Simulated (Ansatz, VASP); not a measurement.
# Two plane-wave programs on Sb

```
Sb
1.0
    -1.87134    1.87134    1.87134
     1.87134   -1.87134    1.87134
     1.87134    1.87134   -1.87134
Sb
1
Direct
  0.00000 0.00000 0.00000
```

This isn't the form of Sb at room conditions, which is rhombohedral.

Alike in both runs: functional LDA; k mesh 7 × 7 × 7; occupations fermi-dirac, width 0.05 eV; no spin polarisation.

```csv
,VASP,Ansatz
version,VASP 6.6.1,Ansatz 0.2.0
potentials or method,"VASP PAW LDA potentials, release 64 (Sb)",Ansatz PAW
plane-wave cutoff (eV),520,420
valence electrons in the cell,5,15
task,single point,band structure
```

|  | VASP | Ansatz | Ansatz less VASP |
| --- | --- | --- | --- |
| gap on the k mesh at the Fermi level (eV) | none | none | - |
| pressure (GPa) | -1.8 | -1.8 | +0.01 |

A gap of «none» marks a metal or a gap that the smearing closes. The two sets of potentials don't hold the same shells in valence.

Caveats: spin-orbit coupling is left out, which moves the levels of the heavy elements (Ansatz); the PAW data sets come from PBE, with cores solved anew for the run's functional, which leaves a small shift of forces and pressure (Ansatz). Spin-orbit coupling is left out, which matters for the levels of Sb.
